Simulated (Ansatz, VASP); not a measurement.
# One calculation of BaZrO3, two programs

```xyz
5
Lattice="4.1486 0.0000 0.0000 0.0000 4.1486 0.0000 0.0000 0.0000 4.1486" Properties=species:S:1:pos:R:3 pbc="T T T"
Ba    0.0000    0.0000    0.0000
Zr    2.0743    2.0743    2.0743
O     0.0000    2.0743    2.0743
O     2.0743    0.0000    2.0743
O     2.0743    2.0743    0.0000
```

Alike in both runs: functional PBEsol; k mesh 4 × 4 × 4; no spin polarisation.

Ansatz relaxed the structure, and its values are those at the end. VASP's run is a single point on that final structure, the one shown.

|  | VASP | Ansatz |
| --- | --- | --- |
| version | VASP 6.6.1 | Ansatz 0.2.0 |
| potentials or method | VASP PAW PBE potentials, release 64 (Ba_sv, Zr_sv, O) | PAW with Ansatz's default frozen-core files, scalar-relativistic |
| plane-wave cutoff (eV) | 520 | 420 |
| occupations | gaussian, width 0.01 eV | fixed |
| valence electrons in the cell | 40 | 40 |

```csv
,VASP,Ansatz,Ansatz less VASP
gap on the k mesh at the Fermi level (eV),3.16,3.22,+0.055
pressure (GPa),5.3,4.0,-1.29
```

Caveats: the PAW data sets were made with another functional, which shifts forces and pressure a little (VASP); spin-orbit coupling is left out, which moves the levels of the heavy elements. A k mesh can miss the band edges.
